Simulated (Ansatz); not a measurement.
Crystal: NaCl.

```
Cl Na
1.0
     3.50219    0.00000    0.00000
     0.00000    3.50219    0.00000
     0.00000    0.00000    3.50219
Cl Na
1 1
Direct
  0.50000 0.50000 0.50000
  0.00000 0.00000 0.00000
```

Measurements of this composition are mostly on another form, of space group No. 225.

* Program: Ansatz 0.2.0
* Task: relaxation of cell and atoms
* Functional: PBEsol
* Potentials or basis: all-electron LAPW, scalar-relativistic
* Basis error allowed: 0.001 eV/atom
* k mesh: 8 × 8 × 8
* Occupations: fermi-dirac, width 0.05 eV
* Spin: no spin polarisation

At the start: volume 21.48 Å³/atom.

Where does the relaxation end?

Over 5 steps the energy falls by 4.0 meV/atom and the volume is 20.48 Å³/atom (-4.6 %); space group Pm-3m (No. 221, to 0.05 Å).

Step by step:
| step | energy change (eV) | largest force (eV/Å) | volume (Å³) |
| --- | --- | --- | --- |
| 1 | 0.0000 | 0.0000 | 42.96 |
| 2 | -0.0064 | 0.0000 | 41.81 |
| 3 | -0.0079 | 0.0000 | 40.88 |
| 4 | -0.0079 | 0.0000 | 40.96 |
| 5 | -0.0080 | 0.0000 | 40.96 |

Final structure:
```yaml
crystal:
  lattice:
    - [3.44715, 0.00000, 0.00000]
    - [0.00000, 3.44715, 0.00000]
    - [0.00000, 0.00000, 3.44715]
  atoms:
    - { symbol: Cl, position: [0.50000, 0.50000, 0.50000] }
    - { symbol: Na, position: [0.00000, 0.00000, 0.00000] }
```
